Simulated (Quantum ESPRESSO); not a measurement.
# PbS (Galena) (Fm-3m) in Quantum ESPRESSO: further runs, part 2 of 2

Quantum ESPRESSO 7.5.

**3. Phonons, vdW-DF-cx**

pw.in reads:

```
&CONTROL
  calculation = 'scf'
  prefix = 'pwscf'
  outdir = './tmp'
  pseudo_dir = './pseudo'
  tprnfor = .true.
  tstress = .true.
  disk_io = 'low'
/
&SYSTEM
  ibrav = 0
  nat = 2
  ntyp = 2
  ecutwfc = 56
  nbnd = 16
  input_dft = 'vdw-df-cx'
  occupations = 'smearing'
  smearing = 'fd'
  degauss = 0.00367493
/
&ELECTRONS
  conv_thr = 4d-10
  electron_maxstep = 120
  mixing_beta = 0.5
/
ATOMIC_SPECIES
Pb   207.2000 Pb.upf
S     32.0600 S.upf
CELL_PARAMETERS angstrom
   0.0000000000    2.9657500000    2.9657500000
   2.9657500000    0.0000000000    2.9657500000
   2.9657500000    2.9657500000    0.0000000000
ATOMIC_POSITIONS crystal
Pb     0.0000000000    0.0000000000    0.0000000000
S      0.5000000000    0.5000000000    0.5000000000
K_POINTS automatic
6 6 6 1 1 1
```

relax.in reads:

```
&CONTROL
  calculation = 'vc-relax'
  prefix = 'pwscf'
  outdir = './tmp'
  pseudo_dir = './pseudo'
  tprnfor = .true.
  tstress = .true.
  disk_io = 'low'
  nstep = 40
  forc_conv_thr = 0.0001
  etot_conv_thr = 1d-06
/
&SYSTEM
  ibrav = 0
  nat = 2
  ntyp = 2
  ecutwfc = 56
  nbnd = 16
  input_dft = 'vdw-df-cx'
  occupations = 'smearing'
  smearing = 'fd'
  degauss = 0.00367493
/
&ELECTRONS
  conv_thr = 4d-10
  electron_maxstep = 120
  mixing_beta = 0.5
/
&IONS
  ion_dynamics = 'bfgs'
/
&CELL
  cell_dynamics = 'bfgs'
  press = 0
  press_conv_thr = 0.2
/
ATOMIC_SPECIES
Pb   207.2000 Pb.upf
S     32.0600 S.upf
CELL_PARAMETERS angstrom
   0.0000000000    2.9657500000    2.9657500000
   2.9657500000    0.0000000000    2.9657500000
   2.9657500000    2.9657500000    0.0000000000
ATOMIC_POSITIONS crystal
Pb     0.0000000000    0.0000000000    0.0000000000
S      0.5000000000    0.5000000000    0.5000000000
K_POINTS automatic
6 6 6 1 1 1
```

gamma.in reads:

```
&CONTROL
  calculation = 'bands'
  prefix = 'pwscf'
  outdir = './tmp'
  pseudo_dir = './pseudo'
  disk_io = 'low'
  verbosity = 'high'
/
&SYSTEM
  ibrav = 0
  nat = 2
  ntyp = 2
  ecutwfc = 56
  nbnd = 16
  input_dft = 'vdw-df-cx'
  occupations = 'smearing'
  smearing = 'fd'
  degauss = 0.00367493
/
&ELECTRONS
  conv_thr = 1d-08
  electron_maxstep = 120
  mixing_beta = 0.5
  diago_full_acc = .true.
  startingwfc = 'random'
/
ATOMIC_SPECIES
Pb   207.2000 Pb.upf
S     32.0600 S.upf
CELL_PARAMETERS angstrom
   0.0000000000    2.9629330885    2.9629330885
   2.9629330885    0.0000000000    2.9629330885
   2.9629330885    2.9629330885    0.0000000000
ATOMIC_POSITIONS crystal
Pb     0.0000000000    0.0000000000    0.0000000000
S      0.5000000000    0.5000000000    0.5000000000
K_POINTS crystal
1
0.0 0.0 0.0 1
```

scf2.in reads:

```
&CONTROL
  calculation = 'scf'
  prefix = 'pwscf'
  outdir = './tmp'
  pseudo_dir = './pseudo'
  tprnfor = .true.
  tstress = .true.
  disk_io = 'low'
/
&SYSTEM
  ibrav = 0
  nat = 2
  ntyp = 2
  ecutwfc = 56
  nbnd = 16
  input_dft = 'vdw-df-cx'
  occupations = 'fixed'
/
&ELECTRONS
  conv_thr = 1d-13
  electron_maxstep = 120
  mixing_beta = 0.5
  startingpot = 'file'
/
ATOMIC_SPECIES
Pb   207.2000 Pb.upf
S     32.0600 S.upf
CELL_PARAMETERS angstrom
   0.0000000000    2.9629330885    2.9629330885
   2.9629330885    0.0000000000    2.9629330885
   2.9629330885    2.9629330885    0.0000000000
ATOMIC_POSITIONS crystal
Pb     0.0000000000    0.0000000000    0.0000000000
S      0.5000000000    0.5000000000    0.5000000000
K_POINTS automatic
6 6 6 1 1 1
```

ph.in reads:

```
phonons of PbS
&INPUTPH
  prefix = 'pwscf'
  outdir = './tmp'
  tr2_ph = 1d-18
  fildyn = 'dyn'
  niter_ph = 90
  alpha_mix(1) = 0.7
  epsil = .true.
/
0.0000000000 0.0000000000 0.0000000000
```

dynmat.in reads:

```
&INPUT
  fildyn = 'dyn'
  asr = 'crystal'
  lperm = .true.
  filout = 'dynmat.disp'
  fileig = 'dynmat.eig'
/
```

dynmat_lo.in reads:

```
&INPUT
  fildyn = 'dyn'
  asr = 'crystal'
  filout = 'dynmat_lo.disp'
  fileig = 'dynmat_lo.eig'
  q(1) = 0
  q(2) = 0
  q(3) = 1
/
```

Potentials or basis: PseudoDojo 0.4.1 SR PBE standard.

On the command line:

```sh
$ OMP_NUM_THREADS=1 mpirun -n 4 pw.x -nk 4 -in pw.in > pw.out
$ OMP_NUM_THREADS=1 mpirun -n 4 pw.x -nk 4 -in relax.in > relax.out
$ OMP_NUM_THREADS=1 mpirun -n 4 pw.x -in gamma.in > gamma.out
$ OMP_NUM_THREADS=1 mpirun -n 4 pw.x -nk 4 -in scf2.in > scf2.out
$ OMP_NUM_THREADS=1 mpirun -n 4 ph.x -nk 4 -in ph.in > ph.out
$ OMP_NUM_THREADS=1 mpirun -n 1 dynmat.x -in dynmat.in > dynmat.out
$ OMP_NUM_THREADS=1 mpirun -n 1 dynmat.x -in dynmat_lo.in > dynmat_lo.out
```

pw.out:

```text
This program is part of the open-source Quantum ESPRESSO suite
     for quantum simulation of materials; please cite
         "P. Giannozzi et al., J. Phys.:Condens. Matter 21 395502 (2009);
         "P. Giannozzi et al., J. Phys.:Condens. Matter 29 465901 (2017);
         "P. Giannozzi et al., J. Chem. Phys. 152 154105 (2020);
     in publications or presentations arising from this work. More details at

     IMPORTANT: XC functional enforced from input :
     Exchange-correlation= VDW-DF-CX
                           (   1   4  27   0   1   0   0)
     Any further DFT definition will be discarded
     Please, verify this is what you really want

     Message from routine setup:
     using ibrav=0 with symmetry is DISCOURAGED, use correct ibrav instead

     K-points division:     npool     =       4
     Subspace diagonalization in iterative solution of the eigenvalue problem:
     a serial algorithm will be used

     G-vector sticks info
     --------------------
     sticks:   dense  smooth     PW     G-vecs:    dense   smooth      PW
     Sum         955     955    301                19891    19891    3383

     Using Slab Decomposition

     bravais-lattice index     =            0
     lattice parameter (alat)  =       7.9259  a.u.
     unit-cell volume          =     352.0710 (a.u.)^3
     number of atoms/cell      =            2
     number of atomic types    =            2
     number of electrons       =        20.00
     number of Kohn-Sham states=           16
     kinetic-energy cutoff     =      56.0000  Ry
     charge density cutoff     =     224.0000  Ry
     scf convergence threshold =      4.0E-10
[... 133 lines left out ...]
     Diagonalizing with lowered threshold

     Davidson diagonalization with overlap
     ethr =  5.71E-04,  avg # of iterations =  2.1

     total energy              =    -162.75882541 Ry
     estimated scf accuracy    <       0.11066846 Ry
[... 57 lines left out ...]
     iteration # 10     ecut=    56.00 Ry     beta= 0.50
     Davidson diagonalization with overlap
     ethr =  7.35E-12,  avg # of iterations =  2.0

     End of self-consistent calculation

          k = 0.0589 0.0589 0.0589 (  2514 PWs)   bands (ev):

    -8.1389  -8.1374  -8.1374  -8.1227  -8.1227  -4.9352   2.2931   6.4729
     6.4729   6.6118  13.0744  13.3296  13.3296  15.2929  15.4799  15.4799
[... 73 lines left out ...]
    -8.2719  -8.1622  -8.0988  -8.0803  -8.0788  -3.3303   1.1507   3.5950
     5.2432   5.3172  12.4967  13.8827  13.9495  14.1836  19.8856  20.3655

          k =-0.5303 0.1768-0.0589 (  2486 PWs)   bands (ev):

    -8.2285  -8.1490  -8.1161  -8.0932  -8.0857  -3.5574   0.6679   4.7111
     5.1654   6.3703  11.8769  12.7933  13.0206  14.6873  19.2815  19.7749

          k =-0.4125 0.0589 0.0589 (  2487 PWs)   bands (ev):
[... 51 lines left out ...]
    -8.1781  -8.1442  -8.1286  -8.1023  -8.0914  -3.5999  -0.0769   5.4106
     6.5095   7.4948  10.0344  11.0681  12.2461  16.7948  17.9574  18.1515

     the Fermi energy is     8.7898 ev

!    total energy              =    -162.79246605 Ry
     estimated scf accuracy    <          3.8E-11 Ry
     smearing contrib. (-TS)   =      -0.00000006 Ry
     internal energy E=F+TS    =    -162.79246599 Ry

     The total energy is F=E-TS. E is the sum of the following terms:
     one-electron contribution =     -35.75883927 Ry
     hartree contribution      =      30.37131213 Ry
     xc contribution           =     -46.17529476 Ry
     ewald contribution        =    -111.22964409 Ry

     convergence has been achieved in  10 iterations

     Forces acting on atoms (cartesian axes, Ry/au):

     atom    1 type  1   force =     0.00000000    0.00000000   -0.00000000
     atom    2 type  2   force =    -0.00000000   -0.00000000    0.00000000

     Total force =     0.000000     Total SCF correction =     0.000000

     Computing stress (Cartesian axis) and pressure

          total   stress  (Ry/bohr**3)                   (kbar)     P=       -1.68
  -0.00001141   0.00000000  -0.00000000           -1.68        0.00       -0.00
   0.00000000  -0.00001141   0.00000000            0.00       -1.68        0.00
   0.00000000   0.00000000  -0.00001141            0.00        0.00       -1.68

=------------------------------------------------------------------------------=
   JOB DONE.
=------------------------------------------------------------------------------=
```

relax.out:

```text
This program is part of the open-source Quantum ESPRESSO suite
     for quantum simulation of materials; please cite
         "P. Giannozzi et al., J. Phys.:Condens. Matter 21 395502 (2009);
         "P. Giannozzi et al., J. Phys.:Condens. Matter 29 465901 (2017);
         "P. Giannozzi et al., J. Chem. Phys. 152 154105 (2020);
[... 1520 lines left out ...]
  -0.00000000   0.00000004  -0.00000000           -0.00        0.01       -0.00
  -0.00000000  -0.00000000   0.00000004           -0.00       -0.00        0.01

=------------------------------------------------------------------------------=
   JOB DONE.
=------------------------------------------------------------------------------=
```

It took 5.9 min on 4 MPI ranks of Intel Xeon Platinum 8259CL at 2.50GHz (Skylake/Cascade Lake), shared host; peak memory 0.76 GiB.

Results:

* Free energy: -2214.9044 eV
* Relaxed volume: 26.01 Å³/atom
* Relaxed cell: a = 4.190 Å, b = 4.190 Å, c = 4.190 Å, α = 60.00°, β = 60.00°, γ = 60.00°
* Space group after relaxing (to 0.05 Å): Fm-3m (No. 225)
* Pressure after relaxing: 0.0 GPa
* Electronic dielectric tensor (diagonal): 16.48
* Born charges (mean of the diagonal): Pb +4.54; S -4.51 e
* Highest phonon frequency at Γ, LO-TO splitting left out: 83 cm⁻¹
* Static dielectric tensor (diagonal): 119.46

Final structure:
```
Pb S
1.0
     0.00000    2.96293    2.96293
     2.96293    0.00000    2.96293
     2.96293    2.96293    0.00000
Pb S
1 1
Direct
  0.00000 0.00000 0.00000
  0.50000 0.50000 0.50000
```

Levels at points of the mesh, in eV from the valence-band top:
```
           k point  band 6  band 7  band 8  band 9  band 10  band 11  band 12  band 13  band 14  band 15
(0.08, 0.08, 0.08)  -13.22   -5.97   -1.80   -1.80    -1.66     4.82     5.07     5.07     7.02     7.21
```

Phonon frequencies in cm⁻¹ (negative: imaginary):
```tsv
q point	frequencies
(0.000, 0.000, 0.000)	10 10 10 83 83 83
```

Electronic dielectric tensor:
```
16.48  0.00  0.00
 0.00 16.48  0.00
 0.00  0.00 16.48
```

Born effective charge tensors (e):
atom 1, Pb
```
4.54 0.00 0.00
0.00 4.54 0.00
0.00 0.00 4.54
```
atom 2, S
```
-4.51  0.00  0.00
 0.00 -4.51  0.00
 0.00  0.00 -4.51
```

Optical modes at Γ, degenerate ones joined, polar ones without the macroscopic field:
| cm⁻¹ | components | symmetry | active in | IR intensity, summed ((D/Å)²/amu) |
| --- | --- | --- | --- | --- |
| 82 | 3 | T1u | IR | 51.08 |

Zone-centre frequencies without and with the macroscopic field along z (cm⁻¹):
|  | optical modes in rising order |
| --- | --- |
| without | 82 82 82 |
| with the field | 82 82 222 |

Static dielectric tensor, electrons and zone-centre modes:
```
119.46   0.00   0.00
  0.00 119.46   0.00
  0.00   0.00 119.46
```

Caveat: the potentials were made for another functional, which shifts forces and pressure. The run has no spin-orbit coupling, so splittings on Pb are missing.

**4. Against experiment**

Step 2. Against the measured high-frequency dielectric constant of PbS, 17.2 (300 K; a printed reference work, monograph), the calculated 17.27 is off by +0.4 %.

Step 3. Measured high-frequency dielectric constant of PbS: 17.2 (300 K; a printed reference work, monograph). This calculation gives 16.48 (-4.2 %).
